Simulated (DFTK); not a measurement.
# Pt under changes of volume

One of the cells (15.904 Å³/atom); the others are scaled copies at fixed shape and fractional positions:

```
CELL_PARAMETERS angstrom
-1.58422 1.58422 1.58422
1.58422 -1.58422 1.58422
1.58422 1.58422 -1.58422
ATOMIC_POSITIONS crystal
Pt 0.00000 0.00000 0.00000
```

This isn't the form of Pt at room conditions, which is fcc.

* Program: DFTK 0.8.2
* Functional: PBEsol
* Potentials or basis: dojo.nc.sr.pbesol.v0_4_1.standard.upf (PBEsol)
* Cutoff: 1143 eV
* k mesh: 12 × 12 × 12
* Occupations: fermi-dirac, width 0.05 eV
* Spin: no spin polarisation

```tsv
volume (Å³/atom)	energy over the lowest point (meV/atom)	pressure (GPa)
14.950	2.11	4.1
15.268	0.00	-1.9
15.586	9.05	-7.1
15.904	27.87	-11.7
16.222	?	?
16.540	89.99	-19.2
16.858	131.24	-22.2
```

Task: What does the run at 16.222 Å³/atom give?

Result: Energy over the lowest point 55.21 meV/atom; pressure -15.7 GPa.

Worked out: A Birch-Murnaghan fit of order 3 (a polynomial in V^(-2/3)) to the other rows has its minimum at 15.16 Å³/atom with B0 = V·E''(V) = 280 GPa and B' = 5.4. It gives 55.21 meV/atom at 16.222 Å³/atom, against the run's 55.21, and -dE/dV = -15.7 GPa, against -15.7.

Energies are extrapolated to zero smearing.
